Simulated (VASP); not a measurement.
# KBr (I-4m2) in VASP: further runs, part 2 of 2

VASP 6.6.1. The steps go on from the part before.

### 3 Single point, PBE (epitaxial_xy strain -4.9%)

File INCAR:

```
SYSTEM = KBr
PREC     = Accurate       ! precision mode
ENCUT    = 520            ! plane-wave cutoff, eV
EDIFF    = 1E-7           ! SCF threshold, eV
ISMEAR   = -1             ! smearing method
SIGMA    = 0.02           ! smearing width, eV
LREAL    = .FALSE.        ! projectors in reciprocal space
LASPH    = .TRUE.         ! aspherical terms in the spheres
NELM     = 100            ! most SCF steps
ALGO     = Fast           ! electronic algorithm
ISIF     = 2              ! what is computed and relaxed
LWAVE    = .FALSE.        ! write WAVECAR
LCHARG   = .FALSE.        ! write CHGCAR
GGA      = PE             ! functional
NBANDS   = 15             ! bands
```

File KPOINTS:

```
Automatic mesh
0
G
  6 6 6
  0 0 0
```

File POSCAR:

```
KBr
1.0
    0.0000000000      3.5086791066      3.9834417731
    3.5086791066      0.0000000000      3.9834417731
    3.5086791066      3.5086791066      0.0000000000
K Br
1 1
Direct
    0.0000000000      0.0000000000      0.0000000000
    0.2500000000      0.2500000000      0.2500000000
```

Potentials or basis: VASP PAW PBE potentials, release 64 (K_sv, Br).

Run with:

```bash
> cat potpaw_PBE.64/K_sv/POTCAR potpaw_PBE.64/Br/POTCAR > POTCAR
> mpirun -np 1 vasp_std > vasp.out
```

OUTCAR:

```text
SYSTEM = KBr
   PREC = Accurate
   ENCUT = 520
   EDIFF = 1E-7
   ISMEAR = -1
   LREAL = .FALSE.
   LASPH = .TRUE.
   NELM = 100
   ISIF = 2
   GGA = PE

 ion  position               nearest neighbor table
   1  0.000  0.000  0.000-   2 3.18   2 3.18   2 3.18   2 3.18
   2  0.250  0.250  0.250-   1 3.18   1 3.18   1 3.18   1 3.18

  LATTYP: Found a body centered tetragonal cell.
 ALAT       =     4.9620215786
 C/A-ratio  =     1.6055721282

  Lattice vectors:

 A1 = (  -3.5086791066,   0.0000000000,   3.9834417731)
 A2 = (   3.5086791066,   0.0000000000,   3.9834417731)
 A3 = (   0.0000000000,   3.5086791066,  -3.9834417731)

Analysis of symmetry for initial positions (statically):
=====================================================================
 Subroutine PRICEL returns:
 Original cell was already a primitive cell.

 Routine SETGRP: Setting up the symmetry group for a
 body centered tetragonal supercell.

 Subroutine GETGRP returns: Found  8 space group operations
 (whereof  8 operations were pure point group operations)
 out of a pool of 16 trial point group operations.

The static configuration has the point symmetry D_2d.

Analysis of symmetry for dynamics (positions and initial velocities):
=====================================================================
 Subroutine PRICEL returns:
 Original cell was already a primitive cell.

 Routine SETGRP: Setting up the symmetry group for a
 body centered tetragonal supercell.

 Subroutine GETGRP returns: Found  8 space group operations
 (whereof  8 operations were pure point group operations)
 out of a pool of 16 trial point group operations.

The dynamic configuration has the point symmetry D_2d.

 Subroutine INISYM returns: Found  8 space group operations
 (whereof  8 operations are pure point group operations),
 and found     1 'primitive' translations

----------------------------------------------------------------------------------------

                                     Primitive cell

  volume of cell :      98.0789

  direct lattice vectors                    reciprocal lattice vectors
     0.000000000  3.508679107  3.983441773    -0.142503770  0.142503770  0.125519595
     3.508679107  0.000000000  3.983441773     0.142503770 -0.142503770  0.125519595
     3.508679107  3.508679107  0.000000000     0.142503770  0.142503770 -0.125519595

  length of vectors
     5.308355436  5.308355436  4.962021579     0.237423288  0.237423288  0.237423288

  position of ions in fractional coordinates (direct lattice)
     0.000000000  0.000000000  0.000000000
     0.250000000  0.250000000  0.250000000

  ion indices of the primitive-cell ions
   primitive index   ion index
                 1           1
                 2           2

----------------------------------------------------------------------------------------

 KPOINTS: Automatic mesh

Automatic generation of k-mesh.
 Grid dimensions read from file:
 generate k-points for:    6    6    6

 Generating k-lattice:

[... 23 lines left out ...]
  0.333333  0.166667  0.000000      8.000000
[... 16 lines left out ...]
  0.333333  0.000000  0.333333      4.000000
  0.500000 -0.000000  0.333333     16.000000
 [... further k-points ...]
   k-points           NKPTS =     30   k-points in BZ     NKDIM =     30   number of bands    NBANDS=     15
   number of dos      NEDOS =    301   number of ions     NIONS =      2
   total plane-waves  NPLWV =  64000
   dimension x,y,z NGX =    40 NGY =   40 NGZ =   40
   dimension x,y,z NGXF=    80 NGYF=   80 NGZF=   80
   ions per type =               1   1
   NGX,Y,Z   is equivalent  to a cutoff of  12.53, 12.53, 13.40 a.u.
   NGXF,Y,Z  is equivalent  to a cutoff of  25.05, 25.05, 26.80 a.u.
 SYSTEM =  KBr
   PREC   = accura    normal or accurate (medium, high low for compatibility)
   ISTART =      0    job   : 0-new  1-cont  2-samecut
   ICHARG =      2    charge: 1-file 2-atom 10-const
   ISPIN  =      1    spin polarized calculation?
   LNONCOLLINEAR =      F non collinear calculations
   LSORBIT =      F    spin-orbit coupling
   LASPH  =      T    aspherical Exc in radial PAW
   ENCUT  =  520.0 eV  38.22 Ry    6.18 a.u.   9.87  9.87  9.23*2*pi/ulx,y,z
   NELM   =    100;   NELMIN=  2; NELMDL= -5     # of ELM steps
   EDIFF  = 0.1E-06   stopping-criterion for ELM
   LREAL  =      F    real-space projection
   EDIFFG = 0.1E-05   stopping-criterion for IOM
   NSW    =      0    number of steps for IOM
   IBRION =     -1    ionic relax: 0-MD 1-quasi-New 2-CG
   NFREE  =      0    steps in history (QN), initial steepest desc. (CG)
   ISIF   =      2    stress and relaxation
   ISYM   =      2    0-nonsym 1-usesym 2-fastsym
   POTIM  = 0.5000    time-step for ionic-motion
   TEBEG  =    0.0;   TEEND  =   0.0 temperature during run
   PSTRESS=    0.0 pullay stress
   NELECT =      16.0000    total number of electrons
   NUPDOWN=      -1.0000    fix difference up-down
   EMIN   =  10.00;   EMAX   =-10.00  energy-range for DOS
   EFERMI =   0.00;   METHOD = LEGACY
   ISMEAR =    -1;   SIGMA  =   0.02  broadening in eV -4-tet -1-fermi 0-gaus
   EFERMI_NEDOS =   21; number of points for ismear=-14 and -15
   IALGO  =     68    algorithm
   IMIX   =      4    mixing-type and parameters
     AMIX     =   0.40;   BMIX     =  1.00
     AMIX_MAG =   1.60;   BMIX_MAG =  1.00
  volume/ion in A,a.u.               =      49.04       330.93
  Fermi-wavevector in a.u.,A,eV,Ry     =   0.894519  1.690396 10.886895  0.800164
  Thomas-Fermi vector in A             =   2.016734
   LORBIT       =      0    0 simple, 1 ext, 2 COOP (PROOUT), +10 PAW based schemes
   GGA     = PE    functional components
   LHFCALC =     F    Hartree Fock is set to
   AEXX    =    0.0000 exact exchange contribution
   IVDW    =     0    specifies the selected vdW correction
   LEPSILON=     F    determine dielectric tensor
   LRPA    =     F    only Hartree local field effects (RPA)
 non-spin polarized calculation
 RMM-DIIS sequential band-by-band and
  energy-cutoff  :      520.00
  volume of cell :       98.08
 maximum number of plane-waves:      2652
   NGX = 19   NGY = 19   NGZ = 19

 number of electron      15.9999999 magnetization

 Free energy of the ion-electron system (eV)
  ---------------------------------------------------
  ext. energy  EPLUGINS =         0.00000000
  ---------------------------------------------------
  free energy    TOTEN  =        -6.02681947 eV

  energy without entropy =       -6.02681947  energy(sigma->0) =       -6.02681947

 E-fermi :  -2.5139     XC(G=0):  -6.0272

 val. band max:       -2.9866476252   @ k =  -0.3333   0.3333   0.0000
 cond. band min:       1.2288647998   @ k =   0.0000   0.0000   0.0000
 fundamental gap:      4.2155124250
 Fermi energy:        -2.5138656272

 k-point     1 :       0.0000    0.0000    0.0000
  band No.  band energies     occupation
      1     -30.8306      2.00000
      2     -14.9474      2.00000
      3     -14.3347      2.00000
      4     -14.3347      2.00000
      5     -14.3183      2.00000
      6      -3.1280      2.00000
      7      -3.0427      2.00000
      8      -3.0427      2.00000
      9       1.2289      0.00000
     10       5.1185      0.00000
     11       6.0057      0.00000
     12       6.2182      0.00000
     13       6.7604      0.00000
     14       6.7605      0.00000
[... 401 lines left out ...]
      2     -15.1636      2.00000
      3     -14.3592      2.00000
      4     -14.3324      2.00000
      5     -14.0696      2.00000
      6      -3.4332      2.00000
      7      -3.1709      2.00000
      8      -3.1097      2.00000
      9       3.2376      0.00000
     10       4.1058      0.00000
     11       5.4641      0.00000
     12       5.9484      0.00000
     13       6.8154      0.00000
     14       6.8523      0.00000
     15       7.1781      0.00000

 [... further k-points ...]

------------------------ aborting loop because EDIFF is reached ----------------------------------------

  FORCE on cell =-STRESS in cart. coord.  units (eV):
  Direction    XX          YY          ZZ          XY          YZ          ZX
  --------------------------------------------------------------------------------------
  -------------------------------------------------------------------------------------
  Total        0.2846839      0.2846839      0.1947026      0.0000000      0.0000000      0.0000000
  in kB        4.6504801      4.6504801      3.1805817      0.0000000      0.0000000      0.0000000
  external PRESSURE =       4.1605140 kB  Pullay stress =       0.0000000 kB

 VOLUME and BASIS-vectors are now :
 -----------------------------------------------------------------------------
  energy-cutoff  :      520.00
  volume of cell :       98.08
      direct lattice vectors                 reciprocal lattice vectors
     0.000000000  3.508679107  3.983441773    -0.142503770  0.142503770  0.125519595
     3.508679107  0.000000000  3.983441773     0.142503770 -0.142503770  0.125519595
     3.508679107  3.508679107  0.000000000     0.142503770  0.142503770 -0.125519595

 POSITION                                       TOTAL-FORCE (eV/Angst)
 -----------------------------------------------------------------------------------
      0.00000      0.00000      0.00000        -0.000000     -0.000000     -0.000000
      1.75434      1.75434      1.99172         0.000000      0.000000      0.000000
 -----------------------------------------------------------------------------------
    total drift:                               -0.000000     -0.000000     -0.000000

  FREE ENERGIE OF THE ION-ELECTRON SYSTEM (eV)
  ---------------------------------------------------
  free  energy   TOTEN  =        -6.0268194706 eV

  energy  without entropy=       -6.0268194706  energy(sigma->0) =       -6.02681947
```

Wall time 60 s (1 thread of AMD EPYC 7R13 (Zen 3), shared host); peak memory 0.22 GiB.

Results:

```yaml
Free_energy: -6.0268 eV
Pressure: 0.4 GPa
Band_gap_on_the_k_mesh: 4.22 eV, indirect (least direct gap 4.27 eV)
```

Levels at points of the mesh, in eV from the valence-band top:
```csv
k point,band 4,band 5,band 6,band 7,band 8,band 9,band 10,band 11,band 12,band 13
"(0.00, 0.00, 0.00)",-11.35,-11.33,-0.14,-0.06,-0.06,4.22,8.11,8.99,9.20,9.75
"(0.50, 0.00, 0.00)",-11.35,-11.12,-0.49,-0.15,0.00,6.47,6.97,7.98,8.40,9.39
"(0.50, 0.50, 0.00)",-11.36,-11.00,-0.59,-0.01,-0.01,5.90,7.04,8.57,9.21,9.40
"(0.50, 0.00, 0.50)",-11.34,-11.08,-0.50,-0.14,-0.13,6.08,7.06,9.18,9.24,9.59
```

A k mesh can miss the band edges.
